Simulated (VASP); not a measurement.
A run of VASP 6.6.1:

INCAR

```
SYSTEM = CdO
PREC     = Accurate       ! precision mode
ENCUT    = 600            ! plane-wave cutoff, eV
EDIFF    = 1E-6           ! SCF threshold, eV
ISMEAR   = 0              ! smearing method
SIGMA    = 0.03           ! smearing width, eV
LREAL    = .False.        ! projectors in reciprocal space
LASPH    = .True.         ! aspherical terms in the spheres
NELM     = 80             ! most SCF steps
ALGO     = Normal         ! electronic algorithm
ISIF     = 3              ! what is computed and relaxed
LWAVE    = .False.        ! write WAVECAR
LCHARG   = .False.        ! write CHGCAR
GGA      = PS             ! functional
IBRION   = 2              ! ionic algorithm
NSW      = 90             ! ionic steps
EDIFFG   = -0.01          ! ionic threshold
KPAR     = 4
```

KPOINTS

```
regular mesh
0
Gamma
  12 12 12
  0 0 0
```

Contents of POSCAR:

```
CdO
1.0
    0.0000000000      2.3495000000      2.3495000000
    2.3495000000      0.0000000000      2.3495000000
    2.3495000000      2.3495000000      0.0000000000
Cd O
1 1
Direct
    0.0000000000      0.0000000000      0.0000000000
    0.5000000000      0.5000000000      0.5000000000
```

Potentials or basis: VASP PAW PBE potentials, release 64 (Cd, O).

Run with:

```bash
$ cat potpaw_PBE.64/Cd/POTCAR potpaw_PBE.64/O/POTCAR > POTCAR
$ mpirun -np 4 vasp_std > vasp.out
```

Hardware: 4 MPI ranks on Intel(R) Xeon(R) 6975P-C (Granite Rapids), on a shared host.

Task: Estimate the wall time of this run.

Result: Run time: 11 s on 4 MPI ranks on Intel(R) Xeon(R) 6975P-C (Granite Rapids), with other jobs on the host, peak memory 0.18 GiB a rank. Counts: scf iterations 25, k points 72, ion steps 3.
